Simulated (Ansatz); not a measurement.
Mg2Si: levels along high-symmetry lines

```yaml
crystal:
  lattice:
    - [0.00000, 3.19500, 3.19500]
    - [3.19500, 0.00000, 3.19500]
    - [3.19500, 3.19500, 0.00000]
  atoms:
    - { symbol: Mg, position: [0.25000, 0.25000, 0.25000] }
    - { symbol: Mg, position: [0.75000, 0.75000, 0.75000] }
    - { symbol: Si, position: [0.00000, 0.00000, 0.00000] }
```

Atoms are numbered in the order listed.

Conventional cell: a = 6.390 Å, b = 6.390 Å, c = 6.390 Å, α = 90.00°, β = 90.00°, γ = 90.00°. Around Mg (atom 1) lie 4 Si at 2.77 Å. Si (atom 3) is surrounded by 8 Mg at 2.77 Å.

The geometry is COD entry 9009039, unchecked; take it as a test cell. It differs from other determinations.

The calculation used Ansatz 0.2.0, DFT, LDA, all-electron LAPW, scalar-relativistic.

Settings: a Γ-centred 11×11×11 k mesh, Fermi–Dirac smearing of 0.05 eV, basis error target 1 meV/atom, no spin polarisation.

Points in fractions of the reciprocal vectors of this cell: Γ (0, 0, 0), X (0.5, 0, 0.5), U (0.625, 0.25, 0.625), K (0.375, 0.375, 0.75), L (0.5, 0.5, 0.5), W (0.5, 0.25, 0.75). The path runs Γ–X–U–K–Γ–L–W–X. Energies are in eV from the top of the valence band; (×n) counts levels within 4 meV of each other, which need not be degenerate by symmetry.

Problem. Metal or insulator at this level of theory?

Solution. An insulator or semiconductor: gap 0.19 eV, indirect from Γ to X (0.5, 0, 0.5) (so small a gap may close at points that the mesh and path miss).

Problem. Tabulate bands 14 to 18, counted from the lowest band of the run, along the path.

Solution. 
```json
{"k (1/Å)": "0.00", "point": "Γ", "band 14": "0.00", "band 15": "0.00", "band 16": "0.00", "band 17": "1.62", "band 18": "2.49"}
{"k (1/Å)": "0.14", "point": "", "band 14": "-0.44", "band 15": "-0.19", "band 16": "-0.19", "band 17": "2.09", "band 18": "2.29"}
{"k (1/Å)": "0.28", "point": "", "band 14": "-1.23", "band 15": "-0.61", "band 16": "-0.61", "band 17": "1.83", "band 18": "2.69"}
{"k (1/Å)": "0.42", "point": "", "band 14": "-2.04", "band 15": "-1.04", "band 16": "-1.04", "band 17": "1.33", "band 18": "2.17"}
{"k (1/Å)": "0.56", "point": "", "band 14": "-2.84", "band 15": "-1.41", "band 16": "-1.41", "band 17": "0.89", "band 18": "1.35"}
{"k (1/Å)": "0.70", "point": "", "band 14": "-3.58", "band 15": "-1.69", "band 16": "-1.69", "band 17": "0.56", "band 18": "0.71"}
{"k (1/Å)": "0.84", "point": "", "band 14": "-4.17", "band 15": "-1.86", "band 16": "-1.86", "band 17": "0.32", "band 18": "0.35"}
{"k (1/Å)": "0.98", "point": "X", "band 14": "-4.42", "band 15": "-1.92", "band 16": "-1.92", "band 17": "0.19", "band 18": "0.28"}
{"k (1/Å)": "1.03", "point": "", "band 14": "-4.41", "band 15": "-2.00", "band 16": "-1.91", "band 17": "0.22", "band 18": "0.36"}
{"k (1/Å)": "1.08", "point": "", "band 14": "-4.38", "band 15": "-2.19", "band 16": "-1.89", "band 17": "0.26", "band 18": "0.61"}
{"k (1/Å)": "1.13", "point": "", "band 14": "-4.34", "band 15": "-2.44", "band 16": "-1.86", "band 17": "0.30", "band 18": "0.97"}
{"k (1/Å)": "1.18", "point": "", "band 14": "-4.28", "band 15": "-2.71", "band 16": "-1.81", "band 17": "0.36", "band 18": "1.40"}
{"k (1/Å)": "1.23", "point": "", "band 14": "-4.20", "band 15": "-2.97", "band 16": "-1.76", "band 17": "0.43", "band 18": "1.87"}
{"k (1/Å)": "1.28", "point": "", "band 14": "-4.11", "band 15": "-3.21", "band 16": "-1.69", "band 17": "0.52", "band 18": "2.37"}
{"k (1/Å)": "1.33", "point": "U", "band 14": "-4.00", "band 15": "-3.41", "band 16": "-1.60", "band 17": "0.63", "band 18": "2.89"}
{"k (1/Å)": "1.42", "point": "", "band 14": "-3.94", "band 15": "-3.46", "band 16": "-1.70", "band 17": "0.89", "band 18": "3.16"}
{"k (1/Å)": "1.50", "point": "", "band 14": "-3.91", "band 15": "-3.40", "band 16": "-1.94", "band 17": "1.45", "band 18": "3.40"}
{"k (1/Å)": "1.59", "point": "", "band 14": "-3.91", "band 15": "-3.30", "band 16": "-2.14", "band 17": "2.12", "band 18": "3.06"}
{"k (1/Å)": "1.68", "point": "", "band 14": "-3.91", "band 15": "-3.30", "band 16": "-2.14", "band 17": "2.12", "band 18": "3.06"}
{"k (1/Å)": "1.76", "point": "", "band 14": "-3.91", "band 15": "-3.40", "band 16": "-1.94", "band 17": "1.45", "band 18": "3.40"}
{"k (1/Å)": "1.85", "point": "", "band 14": "-3.94", "band 15": "-3.46", "band 16": "-1.70", "band 17": "0.89", "band 18": "3.16"}
{"k (1/Å)": "1.93", "point": "K", "band 14": "-4.00", "band 15": "-3.41", "band 16": "-1.60", "band 17": "0.63", "band 18": "2.89"}
{"k (1/Å)": "2.08", "point": "", "band 14": "-3.77", "band 15": "-3.57", "band 16": "-1.30", "band 17": "1.03", "band 18": "4.29"}
{"k (1/Å)": "2.23", "point": "", "band 14": "-3.68", "band 15": "-3.01", "band 16": "-0.93", "band 17": "1.53", "band 18": "4.16"}
{"k (1/Å)": "2.38", "point": "", "band 14": "-3.23", "band 15": "-2.33", "band 16": "-0.55", "band 17": "2.05", "band 18": "3.51"}
{"k (1/Å)": "2.53", "point": "", "band 14": "-2.52", "band 15": "-1.58", "band 16": "-0.25", "band 17": "2.34", "band 18": "3.00"}
{"k (1/Å)": "2.68", "point": "", "band 14": "-1.61", "band 15": "-0.83", "band 16": "-0.08", "band 17": "2.25", "band 18": "2.67"}
{"k (1/Å)": "2.83", "point": "", "band 14": "-0.63", "band 15": "-0.24", "band 16": "-0.01", "band 17": "1.99", "band 18": "2.52"}
{"k (1/Å)": "2.98", "point": "Γ", "band 14": "0.00", "band 15": "0.00", "band 16": "0.00", "band 17": "1.62", "band 18": "2.49"}
{"k (1/Å)": "3.10", "point": "", "band 14": "-0.50", "band 15": "-0.06", "band 16": "-0.06", "band 17": "1.87", "band 18": "2.59"}
{"k (1/Å)": "3.22", "point": "", "band 14": "-1.40", "band 15": "-0.19", "band 16": "-0.19", "band 17": "1.82", "band 18": "2.82"}
{"k (1/Å)": "3.34", "point": "", "band 14": "-2.34", "band 15": "-0.35", "band 16": "-0.35", "band 17": "1.59", "band 18": "2.97"}
{"k (1/Å)": "3.46", "point": "", "band 14": "-3.21", "band 15": "-0.50", "band 16": "-0.50", "band 17": "1.37", "band 18": "2.89"}
{"k (1/Å)": "3.58", "point": "", "band 14": "-3.96", "band 15": "-0.61", "band 16": "-0.61", "band 17": "1.20", "band 18": "2.70"}
{"k (1/Å)": "3.71", "point": "", "band 14": "-4.51", "band 15": "-0.67", "band 16": "-0.67", "band 17": "1.10", "band 18": "2.56"}
{"k (1/Å)": "3.83", "point": "L", "band 14": "-4.72", "band 15": "-0.70", "band 16": "-0.70", "band 17": "1.07", "band 18": "2.51"}
{"k (1/Å)": "3.93", "point": "", "band 14": "-4.69", "band 15": "-1.00", "band 16": "-0.76", "band 17": "1.34", "band 18": "2.40"}
{"k (1/Å)": "4.03", "point": "", "band 14": "-4.59", "band 15": "-1.59", "band 16": "-0.95", "band 17": "1.78", "band 18": "2.21"}
{"k (1/Å)": "4.13", "point": "", "band 14": "-4.44", "band 15": "-2.21", "band 16": "-1.26", "band 17": "2.10", "band 18": "2.12"}
{"k (1/Å)": "4.22", "point": "", "band 14": "-4.23", "band 15": "-2.76", "band 16": "-1.66", "band 17": "2.13", "band 18": "2.43"}
{"k (1/Å)": "4.32", "point": "", "band 14": "-3.98", "band 15": "-3.20", "band 16": "-2.07", "band 17": "2.28", "band 18": "2.76"}
{"k (1/Å)": "4.42", "point": "", "band 14": "-3.72", "band 15": "-3.49", "band 16": "-2.44", "band 17": "2.50", "band 18": "3.13"}
{"k (1/Å)": "4.52", "point": "W", "band 14": "-3.59", "band 15": "-3.59", "band 16": "-2.62", "band 17": "2.64", "band 18": "3.43"}
{"k (1/Å)": "4.59", "point": "", "band 14": "-3.80", "band 15": "-3.35", "band 16": "-2.59", "band 17": "2.36", "band 18": "2.80"}
{"k (1/Å)": "4.66", "point": "", "band 14": "-3.99", "band 15": "-3.08", "band 16": "-2.52", "band 17": "1.87", "band 18": "2.20"}
{"k (1/Å)": "4.73", "point": "", "band 14": "-4.14", "band 15": "-2.79", "band 16": "-2.40", "band 17": "1.38", "band 18": "1.64"}
{"k (1/Å)": "4.80", "point": "", "band 14": "-4.26", "band 15": "-2.50", "band 16": "-2.25", "band 17": "0.92", "band 18": "1.14"}
{"k (1/Å)": "4.87", "point": "", "band 14": "-4.35", "band 15": "-2.22", "band 16": "-2.10", "band 17": "0.55", "band 18": "0.71"}
{"k (1/Å)": "4.94", "point": "", "band 14": "-4.40", "band 15": "-2.01", "band 16": "-1.97", "band 17": "0.29", "band 18": "0.40"}
{"k (1/Å)": "5.01", "point": "X", "band 14": "-4.42", "band 15": "-1.92", "band 16": "-1.92", "band 17": "0.19", "band 18": "0.28"}
```
